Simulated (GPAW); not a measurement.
# CoSi2 (Fm-3m) in GPAW: convergence with smearing function

Aim: find how far smearing function must go before the results for CoSi2 settle, at r2SCAN. This setting moves, with any that are tied to it; all else stays.

All numbers are computed with GPAW 26.7.0; they aren't measurements. Logs are shortened: lines on timing, memory, paths and dates and some standing lists are left out, and cuts for length are marked. The log counts tension as positive stress, the text compression.

## (1) The structure

It takes space group Fm-3m (No. 225, cubic). The conventional cell has a = 5.356 Å, b = 5.356 Å, c = 5.356 Å, α = 90.00°, β = 90.00°, γ = 90.00°. Around Co (site symmetry m-3m) lie 8 Si at 2.32 Å. Around Si (site symmetry -43m) lie 4 Co at 2.32 Å.

## (2) With smearing function fermi-dirac

run.py reads:

```python
from ase.dft.bandgap import bandgap
from ase.io import read, write
from ase.units import GPa
from gpaw import GPAW, PW

atoms = read('CoSi2.xyz')
atoms.set_initial_magnetic_moments([2.0, 0.0, 0.0])

calc = GPAW(mode=PW(600),
            xc='MGGA_X_R2SCAN+MGGA_C_R2SCAN',
            kpts={'size': (7, 7, 7), 'gamma': True},
            occupations={'name': 'fermi-dirac', 'width': 0.1},
            nbands=20,
            convergence={'density': 1e-05, 'energy': 1e-05},
            maxiter=100,
            txt='gpaw.txt')
atoms.calc = calc
energy = atoms.get_potential_energy()
forces = atoms.get_forces()
stress = atoms.get_stress()
calc.write('gs.gpw')
write('result.traj', atoms)
print(f'Energy: {energy:.6f} eV')
print('Forces (eV/A):')
print(forces.round(4))
print('Stress (GPa):', (stress / GPa).round(3))
print('Moments:', calc.get_magnetic_moments().round(3))
print('Fermi level:', round(calc.get_fermi_level(), 4), 'eV')
print(f'Gap: {bandgap(calc)[0]:.4f} eV, direct: {bandgap(calc, direct=True)[0]:.4f} eV')
```

CoSi2.xyz reads:

```xyz
3
Lattice="0.0000000000 2.6780000000 2.6780000000 2.6780000000 0.0000000000 2.6780000000 2.6780000000 2.6780000000 0.0000000000" Properties=species:S:1:pos:R:3 pbc="T T T"
Co     0.0000000000      0.0000000000      0.0000000000
Si     4.0170000000      4.0170000000      4.0170000000
Si     1.3390000000      1.3390000000      1.3390000000
```

Potentials or basis: GPAW PAW data sets (gpaw-data 1.2.1), pw.

Started as:

```
OMP_NUM_THREADS=1 python run.py
```

Wall time 1.8 min (1 thread of Arm Neoverse V1, shared host); peak memory 0.28 GiB.

It converged, with:

```yaml
Free_energy: -32.1629 eV
Pressure: -3.0 GPa
Band_gap_on_the_k_mesh: none (metal or under the smearing width)
Net_moment: 0.00 μB per cell
```

## (3) With smearing function gaussian

Changes to run.py since step 2:

```diff
@@ -11,3 +11,3 @@
             kpts={'size': (7, 7, 7), 'gamma': True},
-            occupations={'name': 'fermi-dirac', 'width': 0.1},
+            occupations={'name': 'methfessel-paxton', 'order': 0, 'width': 0.1},
             nbands=20,
```

CoSi2.xyz is that of step 2.

Potentials or basis: GPAW PAW data sets (gpaw-data 1.2.1), pw.

Started as:

```
OMP_NUM_THREADS=1 python run.py
```

It took 1.8 min on 1 thread of Arm Neoverse V1, shared host; peak memory 0.28 GiB.

It converged, with:

```
Free energy            : -32.1502 eV
Pressure               : -3.0 GPa
Band gap on the k mesh : none (metal or under the smearing width)
Net moment             : 0.00 μB per cell
```

## (4) With smearing function marzari-vanderbilt

Changes to run.py since step 3:

```diff
@@ -11,3 +11,3 @@
             kpts={'size': (7, 7, 7), 'gamma': True},
-            occupations={'name': 'methfessel-paxton', 'order': 0, 'width': 0.1},
+            occupations={'name': 'marzari-vanderbilt', 'width': 0.1},
             nbands=20,
```

CoSi2.xyz is that of step 3.

Started as:

```
OMP_NUM_THREADS=1 python run.py
```

Wall time 1.8 min (1 thread of Arm Neoverse V1, shared host); peak memory 0.28 GiB.

It converged, with:

```yaml
Free_energy: -32.1486 eV
Pressure: -3.0 GPa
Band_gap_on_the_k_mesh: none (metal or under the smearing width)
Net_moment: 0.00 μB per cell
```

## (5) With smearing function methfessel-paxton

Changes to run.py since step 4:

```diff
@@ -11,3 +11,3 @@
             kpts={'size': (7, 7, 7), 'gamma': True},
-            occupations={'name': 'marzari-vanderbilt', 'width': 0.1},
+            occupations={'name': 'methfessel-paxton', 'width': 0.1},
             nbands=20,
```

CoSi2.xyz is that of step 4.

Started as:

```
OMP_NUM_THREADS=1 python run.py
```

It took 1.8 min on 1 thread of Arm Neoverse V1, shared host; peak memory 0.28 GiB.

Results (log left out):

```
Free energy            : -32.1502 eV
Pressure               : -3.0 GPa
Band gap on the k mesh : none (metal or under the smearing width)
Net moment             : 0.00 μB per cell
```

## (6) With smearing function tetrahedron-method

Changes to run.py since step 5:

```diff
@@ -11,3 +11,3 @@
             kpts={'size': (7, 7, 7), 'gamma': True},
-            occupations={'name': 'methfessel-paxton', 'width': 0.1},
+            occupations={'name': 'tetrahedron-method'},
             nbands=20,
```

CoSi2.xyz is that of step 5.

Potentials or basis: GPAW PAW data sets (gpaw-data 1.2.1), pw.

Started as:

```
OMP_NUM_THREADS=1 python run.py
```

It took 1.7 min on 1 thread of Arm Neoverse V1, shared host; peak memory 0.28 GiB.

Results (log left out):

```
Free energy            : -32.0179 eV
Pressure               : -2.4 GPa
Band gap on the k mesh : none (metal or under the smearing width)
Net moment             : 0.00 μB per cell
```

## (7) With smearing function improved-tetrahedron-method

Changes to run.py since step 6:

```diff
@@ -11,3 +11,3 @@
             kpts={'size': (7, 7, 7), 'gamma': True},
-            occupations={'name': 'tetrahedron-method'},
+            occupations={'name': 'improved-tetrahedron-method'},
             nbands=20,
```

CoSi2.xyz is that of step 6.

Started as:

```
OMP_NUM_THREADS=1 python run.py
```

It took 1.7 min on 1 thread of Arm Neoverse V1, shared host; peak memory 0.28 GiB.

The run converged. Its results:

- Free energy: -32.1428 eV
- Pressure: -3.0 GPa
- Band gap on the k mesh: none (metal or under the smearing width)
- Net moment: 0.00 μB per cell

## (8) With smearing function fixed

Changes to run.py since step 7:

```diff
@@ -11,3 +11,3 @@
             kpts={'size': (7, 7, 7), 'gamma': True},
-            occupations={'name': 'improved-tetrahedron-method'},
+            occupations={'width': 0.0},
             nbands=20,
```

CoSi2.xyz is that of step 7.

Potentials or basis: GPAW PAW data sets (gpaw-data 1.2.1), pw.

Started as:

```
OMP_NUM_THREADS=1 python run.py
```

gpaw.txt:

```text
__  _  _
 | _ |_)|_||  |
 |__||  | ||/\| - 26.7.0

Input parameters:
  mode=PW(ecut=600.0),
  convergence={'density': 1e-05, 'energy': 1e-05},
  kpts=MonkhorstPack(size=(7, 7, 7), gamma=True),
  maxiter=100,
  nbands=20,
  occupations=Occupations(width=0.0),
  xc=XC(name='MGGA_X_R2SCAN+MGGA_C_R2SCAN')

Diagonalizing LCAO Hamiltonian
Converting LCAO to pw mode

                    Si

           Si

       Co

Atoms  # Å, Bohr magnetons
|   | symbol |        x |        y |        z |    initial magnetic moments |
|---|--------|----------|----------|----------|-----------------------------|
| 0 |     Co | 0.000000 | 0.000000 | 0.000000 | ( 0.0000,  0.0000,  2.0000) |
| 1 |     Si | 4.017000 | 4.017000 | 4.017000 | ( 0.0000,  0.0000,  0.0000) |
| 2 |     Si | 1.339000 | 1.339000 | 1.339000 | ( 0.0000,  0.0000,  0.0000) |

Unit cell  # Å
| periodic |        x |        y |        z |  lengths |    angles |
|----------|----------|----------|----------|----------|-----------|
|      yes | 0.000000 | 2.678000 | 2.678000 | 3.787264 | 60.000000 |
|      yes | 2.678000 | 0.000000 | 2.678000 | 3.787264 | 60.000000 |
|      yes | 2.678000 | 2.678000 | 0.000000 | 3.787264 | 60.000000 |

Number of symmetries: 48
[... 51 lines left out ...]

BZ-sampling:
  Number of BZ points: 343
  Number of IBZ points: 20

  Monkhorst-Pack size: [7, 7, 7]
  Monkhorst-Pack shift: [0, 0, 0]

K-points  # in reciprocal-cell coordinates
|     |                                coordinates |     weight |
|-----|--------------------------------------------|------------|
|   0 | (  0.00000000,   0.00000000,   0.00000000) | 0.00291545 |
|   1 | (  0.14285714,   0.14285714,   0.00000000) | 0.01749271 |
|   2 | (  0.14285714,   0.14285714,   0.14285714) | 0.02332362 |
|   3 | (  0.28571429,   0.14285714,   0.14285714) | 0.03498542 |
|   4 | (  0.28571429,   0.28571429,   0.00000000) | 0.01749271 |
|   5 | (  0.28571429,   0.28571429,   0.14285714) | 0.06997085 |
|   6 | (  0.28571429,   0.28571429,   0.28571429) | 0.02332362 |
|   7 | (  0.42857143,  -0.28571429,  -0.28571429) | 0.03498542 |
|   8 | (  0.42857143,   0.28571429,  -0.42857143) | 0.13994169 |
|   9 | (  0.42857143,   0.28571429,  -0.28571429) | 0.06997085 |
| ... |                                            |            |
|  19 | (  0.42857143,   0.42857143,   0.42857143) | 0.02332362 |

Plane wave coefficients: 1307
Cutoff: 600.0 eV

Spin-components: 2 (collinear spins)
Bands:           20
Projectors:      16
Spin-degeneracy: 1
Datatype:        complex128

Parallelization:
  kpt:    1
  domain: 1
  band:   1

Density:
  Valence electrons: 17.0
  Components: 2
  Grid points: [24 24 24]
  Charge: 0.0  # |e|

Potential:
  Grid points: [24 24 24]

species:
  Co:
    name:    Cobalt
    Z:       27.0
    valence: 9
    core:    18
    charge:  0.0  # [|e|]
    compensation charges:
      type: gauss
      rc: 0.32  # [Å]
      lmax: 2
    cutoffs:
      filter: 1.87  # [Å]
      core: 2.55  # [Å]
    projectors
    | kind |    occ | energy [eV] | rcut [Å] |
    |------|--------|-------------|----------|
    |   4s |  2.000 |      -5.469 |    1.005 |
    |   4p |  0.000 |      -1.277 |    1.058 |
    |   3d |  7.000 |      -8.205 |    1.005 |
    |    s |        |      21.742 |    1.005 |
    |    p |        |      25.934 |    1.058 |
    |    d |        |      19.007 |    1.005 |

    Using partial waves for Co as LCAO basis

  Si:
    name:    Silicon
    Z:       14.0
    valence: 4
    core:    10
    charge:  0.0  # [|e|]
    compensation charges:
      type: gauss
      rc: 0.33  # [Å]
      lmax: 2
    cutoffs:
      filter: 1.86  # [Å]
      core: 2.06  # [Å]
    projectors
    | kind |    occ | energy [eV] | rcut [Å] |
    |------|--------|-------------|----------|
    |   3s |  2.000 |     -10.812 |    1.058 |
    |   3p |  2.000 |      -4.081 |    1.058 |
    |    s |        |      16.399 |    1.058 |
    |    p |        |      23.130 |    1.058 |
    |    d |        |       0.000 |    1.058 |

    Using partial waves for Si as LCAO basis

Reference energy: -53675.398406  # eV

eigensolver:
  PPCG
  Converge bands: occupied
  niter=2

density mixing:
  MSR1-Mixer
  Pratt-step length: 0.05
  Maximum mixing coefficient: 0.75
  Old densities: 10
  SVD Regularization: 0.005
  Good broyden scale: 1.0
  Trust region scale: 1.0
  Backstep threshold: 4.0
  History deletion threshold: 6.0
  Fourier metric: weight=20.0, sigma=0.015

occupation numbers:
  # Zero width

poisson solver:
  ecut: 4800.0  # eV

xc functional:
  name: MGGA_X_R2SCAN+MGGA_C_R2SCAN with 2 nearest neighbor stencil

convergence criteria:
- Maximum integral of absolute [dens]ity change: 1e-05 electrons / valence electron
- Maximum [total energy] change in last 3 cyles: 1e-05 eV / valence electron
- Maximum integral of absolute [eigenst]ate change: 4e-08 eV^2 / valence electron
maximum number of iterations: 100

SCF iterations
|iter     | |      energy | eigst |  dens |  magmom |
|---------|-|-------------|-------|-------|---------|
|iter:   1| |  -32.335849 | +0.64 |       |  +2.0044|
|iter:   2| |  -31.650094 | -1.20 | -0.63 |  +1.9212|
|iter:   3| |  -31.764371 | -1.74 | -0.69 |  +1.2967|
|iter:   4| |  -32.078970 | -2.19 | -0.94 |  +0.4879|
|iter:   5| |  -32.101978 | -2.40 | -1.30 |  +0.1968|
|iter:   6| |  -32.131270 | -3.44 | -1.59 |  +0.0493|
|iter:   7| |  -32.145062 | -3.39 | -1.74 |  +0.0089|
|iter:   8| |  -32.145874 | -4.50 | -2.36 |  +0.0393|
|iter:   9| |  -32.145967 | -5.20 | -2.77 |  +0.0521|
|iter:  10| |  -32.145975c| -6.39 | -3.58 |  +0.0554|
|iter:  11| |  -32.145976c| -6.78 | -4.00 |  +0.0554|
|iter:  12| |  -32.145976c| -7.52c| -4.45 |  +0.0555|
|iter:  13| |  -32.145976c| -7.81c| -4.86 |  +0.0554|
|iter:  14| |  -32.145976c| -8.42c| -5.29c|  +0.0554|

Converged in 14 steps
Energy contributions relative to reference atoms: (reference = -53675.398406)

Energy contributions:
  Kinetic:          16.284378
  Coulomb:         -10.785438
  Zero:             -0.095493
  External:          0.000000
  Xc:              -37.549424
  Entropy:           0.000000
  Spinorbit:         0.000000
  ----------------------------
  Free energy:     -32.145976
  Extrapolated:    -32.145976

dipole moment: (-14.452435, -14.452435, -14.452435)  # |e|*Ang

Total magnetic moment: (0.000000, 0.000000, 0.055402)

Local magnetic moments
|        x |        y |        z |
|----------|----------|----------|
| 0.000000 | 0.000000 | 0.038291 |  # Co   0
| 0.000000 | 0.000000 | 0.003211 |  # Si   1
| 0.000000 | 0.000000 | 0.003211 |  # Si   2

Fermi level: 9.640
Eigenvalues  # (at kpt = [0.000, 0.000, 0.000])
| band index |      eig [eV] | occ [0-1] |      eig [eV] | occ [0-1] |
|------------|---------------|-----------|---------------|-----------|
|          0 |        -4.261 |     1.000 |        -4.251 |     1.000 |
|          1 |         5.291 |     1.000 |         5.312 |     1.000 |
|          2 |         5.291 |     1.000 |         5.312 |     1.000 |
|          3 |         5.291 |     1.000 |         5.312 |     1.000 |
|          4 |         7.493 |     1.000 |         7.557 |     1.000 |
|          5 |         7.493 |     1.000 |         7.557 |     1.000 |
|          6 |        10.779 |     0.000 |        10.792 |     0.000 |
|          7 |        13.118 |     0.000 |        13.136 |     0.000 |
|          8 |        13.118 |     0.000 |        13.136 |     0.000 |
|          9 |        13.118 |     0.000 |        13.136 |     0.000 |
|         10 |        13.216 |     0.000 |        13.236 |     0.000 |
|         11 |        13.216 |     0.000 |        13.236 |     0.000 |
|         12 |        13.216 |     0.000 |        13.236 |     0.000 |
|         13 |        15.702 |     0.000 |        15.707 |     0.000 |
|        ... |               |           |               |           |
|         19 |        25.655 |     0.000 |        25.674 |     0.000 |

No gap
No difference between direct/indirect transitions

Forces  # eV/Ang
|        x |        y |       z |
|----------|----------|---------|
|  0.00000 |  0.00000 | 0.00000 |  # Co   0
| -0.00000 | -0.00000 | 0.00000 |  # Si   1
| -0.00000 | -0.00000 | 0.00000 |  # Si   2

Stress tensor  # eV/Ang^3
|        x |         y |         z |
|----------|-----------|-----------|
| 0.018424 |  0.000000 |  0.000000 |
| 0.000000 |  0.018424 | -0.000000 |
| 0.000000 | -0.000000 |  0.018424 |

# Writing to gs.gpw (mode='')
```

It took 1.8 min on 1 thread of Arm Neoverse V1, shared host; peak memory 0.28 GiB.

What came out:

| Item | Value |
| --- | --- |
| Free energy | -32.1460 eV |
| Pressure | -3.0 GPa |
| Band gap on the k mesh | none (metal or under the smearing width) |
| Net moment | 0.06 μB per cell |
| Site moments | Co +0.04; Si +0.00 μB |

## (9) Summary

| smearing function | energy less the tightest run, at zero smearing (meV/atom) | pressure (GPa) | largest site moment (μB) | SCF cycles | CPU time (s) | peak memory (GiB) |
| --- | --- | --- | --- | --- | --- | --- |
| fermi-dirac | -0.72 | -2.96 | 0.00 | 13 | 110 | 0.28 |
| gaussian | -0.47 | -2.99 | 0.00 | 13 | 110 | 0.28 |
| marzari-vanderbilt | -0.86 | -2.98 | 0.00 | 14 | 110 | 0.28 |
| methfessel-paxton | -0.47 | -2.99 | 0.00 | 13 | 110 | 0.28 |
| tetrahedron-method | 42.68 | -2.43 | 0.00 | 13 | 100 | 0.28 |
| improved-tetrahedron-method | 1.07 | -3.03 | 0.00 | 13 | 100 | 0.28 |
| fixed | 0.00 | -2.95 | 0.04 | 14 | 110 | 0.28 |

Against the tightest run, the pressure stays within 0.1 GPa from improved-tetrahedron-method on. Not settled before the last step: the energy (to 1 meV/atom), the largest site moment (to 0.02 μB). Narrower smearing needs a denser k mesh, so at a fixed mesh the narrowest width isn't the most accurate. The tightest run that finished is the yardstick and may itself not be fully converged.

Caveats: the starting moments collapsed, and a magnetic state may lie lower; the PAW data sets were made with another functional, which shifts forces and pressure a little.
